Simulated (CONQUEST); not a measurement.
The system is TePb.

```
Pb Te
1.0
     4.56932    0.00000    0.00000
     0.00000    4.56932    0.00000
     0.00000    0.00000    6.46200
Pb Te
2 2
Direct
  0.49534 0.49206 0.50003
  0.99535 0.99206 0.00003
  0.49771 0.49911 0.00722
  0.99771 0.99911 0.50722
```

The cell isn't the ideal one: atoms moved at random, drawn with an rms of 0.05 Å.

Base run:

```yaml
Program: CONQUEST 1.3
Functional: PBE
Potentials_or_basis: PseudoDojo NC PBE, SZ, linear scaling with L range 18 bohr, grid cutoff 120 Ha
Occupations: none (density matrix without k points)
Spin: no spin polarisation
```

Its results: pressure 14.6 GPa; largest force 0.149 eV/Å.

Question: After a change of settings the same cell gave: pressure 15.5 GPa; largest force 0.130 eV/Å. Which change was it?
A. potentials or basis from PseudoDojo NC PBE, SZ, linear scaling with L range 18 bohr, grid cutoff 120 Ha to PseudoDojo NC PBE, SZ, linear scaling with L range 20 bohr, grid cutoff 120 Ha
B. potentials or basis from PseudoDojo NC PBE, SZ, linear scaling with L range 18 bohr, grid cutoff 120 Ha to PseudoDojo NC PBE, SZ, grid cutoff 120 Ha; occupations from none (density matrix without k points) to fermi-dirac, width 0.05 eV
C. potentials or basis from PseudoDojo NC PBE, SZ, linear scaling with L range 18 bohr, grid cutoff 120 Ha to PseudoDojo NC PBE, SZ, linear scaling with L range 14 bohr, grid cutoff 120 Ha

Answer: C.

Caveats: the atomic basis is small; the density matrix is cut off at a finite range, which raises the energy and shifts forces and pressure; the basis of atomic orbitals isn't converged, which shifts pressures, moduli and gaps.
